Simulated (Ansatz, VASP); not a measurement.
## AlCo in VASP and in Ansatz

```
Co Al
1.0
     0.00000    2.56260    2.56260
     2.56260    0.00000    2.56260
     2.56260    2.56260    0.00000
Co Al
1 1
Direct
  0.00000 0.00000 0.00000
  0.25000 0.25000 0.25000
```

Alike in both runs: functional PBE; k mesh 12 × 12 × 12; occupations fermi-dirac, width 0.1 eV; no spin polarisation.

Ansatz relaxed the structure, and its values are those at the end. VASP's run is a single point on that final structure, the one shown.

|  | VASP | Ansatz |
| --- | --- | --- |
| version | VASP 6.6.1 | Ansatz 0.2.0 |
| potentials or method | VASP PAW PBE potentials, release 64 (Co, Al) | PAW with Ansatz's default frozen-core files, scalar-relativistic |
| plane-wave cutoff (eV) | 520 | 420 |
| valence electrons in the cell | 12 | 20 |

VASP gave:

| Property | Result |
| --- | --- |
| pressure (GPa) | 9.9 |

Question: Which values does Ansatz return?

Answer: Pressure (GPa): 10.0.

With one functional, cell and mesh, what is left measures potentials, basis and numerics. The two sets of potentials don't hold the same shells in valence.

Spin polarisation is off, so any magnetic state and its effect on volume and gap are missing.
